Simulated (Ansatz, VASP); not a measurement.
# One calculation of MgSe3, two programs

```
Mg Se
1.0
     4.39839    0.00000    0.00000
     0.00000    4.39839    0.00000
     0.00000    0.00000    4.39839
Mg Se
1 3
Direct
  0.00000 0.00000 0.00000
  0.00000 0.50000 0.50000
  0.50000 0.00000 0.50000
  0.50000 0.50000 0.00000
```

Change from the starting cell: species swapped into the KPb3 type (Pm-3m, No. 221).

Alike in both runs: task relaxation of cell and atoms; functional PBE; k mesh 10 × 10 × 10; occupations gaussian, width 0.1 eV; no spin polarisation.

```csv
,VASP,Ansatz
version,VASP 6.6.1,Ansatz 0.2.0
potentials or method,"VASP PAW PBE potentials, release 64 (Mg, Se)","scalar-relativistic, plane waves, PAW"
plane-wave cutoff (eV),600,420
valence electrons in the cell,20,58
```

VASP gave:

```
gap on the k mesh at the Fermi level, each at its own relaxed structure (eV) : none
relaxed volume (Å³/atom)                                                     : 21.02
relaxed cell length with the largest relative difference (Å)                 : 4.381
```

**Question.** What did Ansatz give for the same quantities?

**Answer.** gap on the k mesh at the Fermi level, each at its own relaxed structure (eV): none; relaxed volume (Å³/atom): 21.05; relaxed cell length with the largest relative difference (Å): 4.383.

A gap of «none» marks a metal or a gap that the smearing closes. The two sets of potentials don't hold the same shells in valence.
